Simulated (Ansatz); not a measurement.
# InSe: the cost of one run

Program: Ansatz 0.2.0. Level of theory: DFT r2SCAN, scalar-relativistic, plane waves, PAW. These are calculated values, not measurements.

The COD entry's cell or inner coordinates are ideal or old and differ from later refinements, so a difference from it is no clean test against experiment.

1 further run of the same task is left out (set aside as unsound or not needed).

## (1) Starting point

The structure is trigonal, space group R3m (No. 160). Conventional cell: a = 4.044 Å, b = 4.044 Å, c = 26.046 Å, α = 90.00°, β = 90.00°, γ = 120.00°. Around In (site symmetry 3m) lie 3 Se at 2.65 Å and 1 In at 2.80 Å. Se (site symmetry 3m) is surrounded by 3 In at 2.65 Å.

Structure file:

```xyz
4
Lattice="2.0219 1.1674 8.6819 -2.0219 1.1674 8.6819 0.0000 -2.3347 8.6819" Properties=species:S:1:pos:R:3 pbc="T T T"
In    0.0000    0.0000    0.0508
In    0.0000    0.0000    2.8488
Se    0.0000    0.0000   16.1570
Se    0.0000    0.0000   21.4707
```

This cell was relaxed beforehand with the same method: volume 30.74 Å³/atom, gap on the mesh 1.03 eV.

## (2) Relaxing to 0.001 eV/Å

Response runs need a geometry at rest under their own mesh and occupations; hence this stricter relaxation.

Contents of input.yaml:

```yaml
crystal:
  lattice:
    - [2.021938536, 1.167366758, 8.6819442638]
    - [-2.021938536, 1.167366758, 8.6819442638]
    - [0.0, -2.3347335161, 8.6819442638]
  atoms:
    - { symbol: In, position: [0.0019511864, 0.0019511864, 0.0019511864] }
    - { symbol: In, position: [0.1093762422, 0.1093762422, 0.1093762422] }
    - { symbol: Se, position: [0.6203301751, 0.6203301751, 0.6203301751] }
    - { symbol: Se, position: [0.8243423964, 0.8243423964, 0.8243423964] }
basis:
  ecutwfc: 500
kpoints:
  mp_grid: { grid: [9, 9, 9] }
hamiltonian:
  xc: r2scan
scf:
  occupations: { method: fixed }
output:
  forces: true
  stress: true
  eigenvalues: true
relax:
  adjacent_minimum: "off"
  f_tol: 0.001
  max_steps: 60
  cell: { stress_tol: 0.01 }
```

On the command line:

```sh
> ansatz run input.yaml --threads 4 --pin off --max-ram 10240MiB --backend cpu --events-out ev --progress --plain --runs-dir out
```

What time and memory should one allow on 4 threads of AMD EPYC 9R45 (Zen 5), shared host?

About 29 s, with a peak of 0.95 GiB.
